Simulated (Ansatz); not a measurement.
## HgTe (Coloradoite) under changes of volume

One of the cells (33.215 Å³/atom); the others are scaled copies at fixed shape and fractional positions:

```
Hg Te
1.0
     0.00000    3.21450    3.21450
     3.21450    0.00000    3.21450
     3.21450    3.21450    0.00000
Hg Te
1 1
Direct
  0.00000 0.00000 0.00000
  0.75000 0.75000 0.75000
```

| Item | Value |
| --- | --- |
| Program | Ansatz 0.2.0 |
| Functional | PBE0 |
| Potentials or basis | Ansatz PAW |
| Cutoff | 420 eV (not typed: the program's choice for these potentials) |
| k mesh | 4 × 4 × 4 |
| Occupations | fermi-dirac, width 0.05 eV |
| Spin | no spin polarisation |

```tsv
volume (Å³/atom)	energy over the lowest point (meV/atom)	pressure (GPa)	gap on the mesh (eV)
31.223	82.78	7.1	0.92
31.887	56.33	5.7	0.85
32.551	35.66	4.3	0.78
33.215	20.20	3.1	0.72
33.880	9.47	2.1	0.65
34.544	?	?	?
35.208	0.00	0.3	0.53
```

Task: What does the run at 34.544 Å³/atom give?

Result: Energy over the lowest point 2.86 meV/atom; pressure 1.1 GPa; gap on the mesh 0.59 eV.

Worked out: A Birch-Murnaghan fit of order 3 (a polynomial in V^(-2/3)) to the other rows has its minimum at 35.43 Å³/atom, just outside them, with B0 = V·E''(V) = 42 GPa and B' = 4.9. It gives 2.86 meV/atom at 34.544 Å³/atom, against the run's 2.86, and -dE/dV = 1.1 GPa, against 1.1. A straight line through the other rows of the gap, of slope -3.25 eV per unit of ln V (its deformation potential), gives 0.59 eV, against the run's 0.59.

Energies are extrapolated to zero smearing.

Caveats: some runs use coarse meshes; spin-orbit coupling is left out, which moves the levels of the heavy elements; the PAW data sets come from PBE, with cores solved anew for the run's functional, which leaves a small shift of forces and pressure; the thresholds are loose for stress.
